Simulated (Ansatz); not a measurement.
# Sn: electron density at the nuclei under pressure

```
Sn
1.0
    -2.91585    2.91585    1.59065
     2.91585   -2.91585    1.59065
     2.91585    2.91585   -1.59065
Sn
2
Direct
  0.00000 0.00000 0.00000
  0.75000 0.25000 0.50000
```

Atoms are numbered in the order listed.

The cell is COD entry 1534488, as deposited and not checked against the literature; nothing was relaxed.

Spin–orbit coupling is left out, though it moves levels of the heavy atoms by tenths of an eV or more.

The calculation used DFT, PBE, all-electron PAW with datasets made for the crystal, scalar-relativistic (Ansatz 0.2.0).

Sampling and basis: a Γ-centred 15×15×15 k mesh, Fermi–Dirac smearing of 0.05 eV, cutoff 240 eV (chosen by the program for this cell), no spin polarisation.

The contact density is the mean electron density over the nuclear volume; its changes set Mössbauer isomer shifts. Changes below are taken from the unscaled cell, where it is 1.23632e+06 e/Å³ at Sn1.

Volumes at which the program chose other datasets or cutoffs are left out.

The datasets are made afresh for each cell, so very small changes are uncertain.

Task: Does compression raise or lower the contact density at Sn1?

Result: It lowers it, by 6.44 e/Å³ over the whole range.

Task: Tabulate the changes with volume.

Result: 
```csv
V/V(cell),P (GPa),Δρ(0) Sn1 (e/Å³)
0.9800,3.9,-1.65
0.9900,3.3,-0.81
1.0000,2.7,0.00
1.0100,2.1,0.82
1.0200,1.5,1.63
1.0400,0.5,3.23
1.0600,-0.4,4.79
```
